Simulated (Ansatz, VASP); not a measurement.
## Be16H (a cell with a defect): VASP beside Ansatz

```
CELL_PARAMETERS angstrom
-2.29000 -3.96640 0.00000
3.43500 -1.98320 0.00000
0.00000 0.00000 7.17686
ATOMIC_POSITIONS crystal
Be 0.75020 0.49502 0.99724
Be 0.49099 0.33831 0.24623
Be 0.75011 0.50821 0.50422
Be 0.49844 0.33507 0.75023
Be 0.49839 0.99891 0.00029
Be 0.25023 0.82935 0.24897
Be 0.49108 0.99596 0.50414
Be 0.25018 0.83001 0.75295
Be 0.25018 0.50426 0.99732
Be 0.00946 0.33855 0.24618
Be 0.25024 0.50480 0.50150
Be 0.00194 0.33499 0.75022
Be 0.00201 0.99899 0.00030
Be 0.75014 0.82567 0.24627
Be 0.00936 0.99569 0.50417
Be 0.75020 0.83900 0.75320
H 0.75073 0.16709 0.37511
```

Alike in both runs: functional PBE; k mesh 4 × 4 × 3; occupations fermi-dirac, width 0.05 eV; no spin polarisation.

Ansatz relaxed the structure, and its values are those at the end. VASP's run is a single point on that final structure, the one shown.

|  | VASP | Ansatz |
| --- | --- | --- |
| version | VASP 6.6.1 | Ansatz 0.2.0 |
| potentials or method | VASP PAW PBE potentials, release 64 (Be, H) | scalar-relativistic, plane waves, PAW |
| plane-wave cutoff (eV) | 520 | 420 |
| valence electrons in the cell | 33 | 33 |

|  | VASP | Ansatz | Ansatz less VASP |
| --- | --- | --- | --- |
| rms of the force components (eV/Å) | 0.003 | 0.003 | -0.0001 |

With one functional, cell and mesh, what is left measures potentials, basis and numerics.

Caveats: the k mesh is coarse (spacing up to 0.40 Å⁻¹), so the values aren't converged.
